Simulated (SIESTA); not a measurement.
**MgTe under changes of volume**

One of the cells (33.761 Å³/atom); the others are scaled copies at fixed shape and fractional positions:

```
CELL_PARAMETERS angstrom
0.00000 3.23200 3.23200
3.23200 0.00000 3.23200
3.23200 3.23200 0.00000
ATOMIC_POSITIONS crystal
Te 0.25000 0.25000 0.25000
Mg 0.00000 0.00000 0.00000
```

The cell comes from a database or a generator and needn't be the stable form of this composition.

| Quantity | Value |
| --- | --- |
| Program | SIESTA 5.4.2 |
| Functional | PBEsol |
| Potentials or basis | PseudoDojo 0.4 standard (PBEsol files) |
| Basis | DZP (energy shift 0.003 Ry; two zetas on semicore shells) |
| Grid cutoff | 800 Ry |
| Energy shift | 0.003 Ry |
| k mesh | 7 × 7 × 7 |
| Occupations | fermi-dirac, width 0.05 eV |
| Spin | no spin polarisation |

| volume (Å³/atom) | energy over the lowest point (meV/atom) | pressure (GPa) | gap on the mesh (eV) |
| --- | --- | --- | --- |
| 31.735 | 16.07 | 2.6 | 2.61 |
| 32.410 | 7.09 | 1.7 | 2.51 |
| 33.086 | 1.88 | 0.8 | 2.41 |
| 33.761 | 0.00 | 0.1 | 2.32 |
| 34.436 | ? | ? | ? |
| 35.111 | 5.93 | -1.2 | 2.15 |
| 35.787 | 12.24 | -1.8 | 2.07 |

What does the run at 34.436 Å³/atom give?

Energy over the lowest point 1.17 meV/atom; pressure -0.6 GPa; gap on the mesh 2.23 eV.

Worked out: A Birch-Murnaghan fit of order 3 (a polynomial in V^(-2/3)) to the other rows has its minimum at 33.77 Å³/atom with B0 = V·E''(V) = 36 GPa and B' = 5.4. It gives 1.62 meV/atom at 34.436 Å³/atom, against the run's 1.17, and -dE/dV = -0.7 GPa, against -0.6. A straight line through the other rows of the gap, of slope -4.48 eV per unit of ln V (its deformation potential), gives 2.24 eV, against the run's 2.23.

Energies are extrapolated to zero smearing.

Caveats: spin-orbit coupling is left out, which moves the levels of the heavy elements; an odd mesh through Γ misses points on the zone boundary, where band edges often lie; the basis of atomic orbitals isn't converged, which shifts pressures, moduli and gaps.
